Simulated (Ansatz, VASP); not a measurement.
# Sb: VASP beside Ansatz

INCAR

```
SYSTEM = Sb
PREC = Accurate ; ENCUT = 520
EDIFF = 1E-6 ; ISMEAR = -1
SIGMA = 0.05 ; LREAL = .False.
LASPH = .True. ; NELM = 80
ALGO = Normal ; ISIF = 2
LWAVE = .False. ; LCHARG = .False.
GGA = PS ; NBANDS = 8
```

Contents of KPOINTS:

```
Automatic mesh
0
Gamma
  14 14 14
  0 0 0
```

File POSCAR:

```
Sb
1.0
    2.9776475891      0.0000000000      0.0000000000
    0.0000000000      2.9776475891      0.0000000000
    0.0000000000      0.0000000000      2.9776475891
Sb
1
Direct
    0.0000000000      0.0000000000      0.0000000000
```

Input for Ansatz:

```yaml
crystal:
  lattice:
    - [2.9776475891, 0.0, 0.0]
    - [0.0, 2.9776475891, 0.0]
    - [0.0, 0.0, 2.9776475891]
  atoms:
    - { symbol: Sb, position: [0.0, 0.0, 0.0] }
kpoints:
  mp_grid: { grid: [14, 14, 14] }
  band_path:
    path:
      - [0.0, 0.0, 0.0]
      - [0.0, 0.5, 0.0]
      - [0.5, 0.5, 0.0]
      - [0.0, 0.0, 0.0]
      - [0.5, 0.5, 0.5]
      - [0.0, 0.5, 0.0]
      - [0.5, 0.5, 0.5]
      - [0.5, 0.5, 0.0]
    npoints: 8
scf:
  occupations: { method: fermi_dirac, width: 0.05 }
hamiltonian:
  xc: pbesol
  pseudopotentials: { kind: all_electron, lapw: { basis_error: 0.001 } }
output:
  forces: true
  stress: true
  eigenvalues: true
  populations: true
  dos: { projected: true, de: 0.2, e_range: [-14, 8] }
```

Change from the starting cell: volume scaled by 0.92, LAPW.

Alike in both runs: task single point; functional PBEsol; k mesh 14 × 14 × 14; occupations fermi-dirac, width 0.05 eV; no spin polarisation.

```csv
,VASP,Ansatz
version,VASP 6.6.1,Ansatz 0.2.0
potentials or method,"VASP PAW PBE potentials, release 64 (Sb)","all-electron LAPW, scalar-relativistic"
plane-wave cutoff (eV),520,see its input
```

```tsv
	VASP	Ansatz	Ansatz less VASP
pressure (GPa)	6.4	6.1	-0.24
```

Ansatz ran all-electron here, so the differences hold the error of VASP's frozen core and of both bases.

Caveats: the PAW data sets were made with another functional, which shifts forces and pressure a little (VASP). The runs have no spin-orbit coupling, so splittings on Sb are missing.
